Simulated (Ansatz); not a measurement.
This is a single-point calculation with the plane-wave code Ansatz on GaN (zincblende); the level of theory is r2SCAN. The cell was relaxed with r2SCAN and then strained (xy shear, engineering strain (angle) -1.0 %), with the atoms relaxed again with r2SCAN; k points keep the names of the unstrained zone.

```yaml
crystal:
  lattice:
    - [-0.0112447627, 2.2489525487, 2.2489525487]
    - [2.2489525487, -0.0112447627, 2.2489525487]
    - [2.2377077859, 2.2377077859, 0.0]
  atoms:
    - { symbol: Ga, position: [-0.0007240356, -0.0007240356, 0.0007240356] }
    - { symbol: "N", position: [0.2507240356, 0.2507240356, 0.2492759644] }
kpoints:
  mp_grid: { grid: [10, 10, 10] }
  band_path:
    path:
      - [0.0, 0.0, 0.0]
      - [-0.5, -0.5, 0.0]
      - [-0.375, -0.375, 0.25]
      - [-0.375, 0.0, 0.375]
      - [0.0, 0.0, 0.5]
      - [-0.5, -0.25, 0.25]
    npoints: 1
hamiltonian:
  xc: r2scan
scf:
  occupations: { method: fixed }
  n_extra_bands: 4
output:
  forces: true
  stress: true
  eigenvalues: true
```

In the abridged output below, numbers in square brackets stand for lines, or ends of lines, that were taken out.
```
Functional definition: r2SCAN
Crystal: 2 atoms, lattice volume = 22.749 Å³
Basis set: ecut = 500 eV, 553 PW (Γ)
Bands: 13, of which v1, the nominal top of the filled ones, is band 9 counted from 1 (8 counted from 0)
Symmetry: 4 space group operations
Space group: Imm2 (ITA 44)
k-points: 171 of 1000 (time reversal used)
SCF converged after 8 iterations
Free energy (F): -4176.371959 eV
[1]
--- Stress (GPa, compression-positive) ---
[2]
--- Band table (eV; the first three rows and the last of 171) ---
[3]
```

The rows of the band table are 0: (0, 0, 0) = Γ, 1: (0, 0, 0.100), 2: (0, 0, 0.200), 170: (-1/2, -1/2, 0) = X.

Q: Give the withheld lines. They hold the Fermi energy and the band table, the stress.

A:
```
[1]
Fermi energy:    9.499790 eV
[2]
        0.007025       1.617986       0.000000
        1.617986       0.007025       0.000000
        0.000000       0.000000      -0.004475
  P = ⅓ Tr σ = 0.0032 GPa (0.032 kbar)
[3]
  k-point 0: bands = […, -4.4282, -4.0813, -4.0812, 9.4343, 9.4661, 9.4998, 11.6330, 20.4138, 20.5324, 20.6470]
  k-point 1: bands = […, -4.3878, -4.0827, -4.0825, 8.4006, 9.3229, 9.3655, 12.4780, 20.0886, 20.5924, 20.7389]
  k-point 2: bands = […, -4.2227, -4.0819, -4.0811, 6.5326, 9.0489, 9.0894, 13.6084, 19.2812, 20.8749, 20.9803]
  k-point 170: bands = […, -4.1066, -4.0022, -2.5478, 3.2275, 6.5936, 6.7365, 13.2356, 16.7741, 22.1010, 24.4398]
```
Only the leading digits can be foreseen; the rest is this run's record.

r2SCAN gives a direct gap of 2.13 eV at Γ. The mean stress is close to zero (0.00 GPa).

Run as `ansatz run input.yaml --threads 4 --pin off --max-ram 4608MiB --backend cpu --events-out ev --progress --plain --runs-dir out`. Wall time 4.5 s on 4 threads of Intel(R) Xeon(R) Platinum 8259CL CPU @ 2.50GHz (Skylake/Cascade Lake), on a shared host; peak host memory 0.5 GiB.

Calculated for a static, non-magnetic cell.
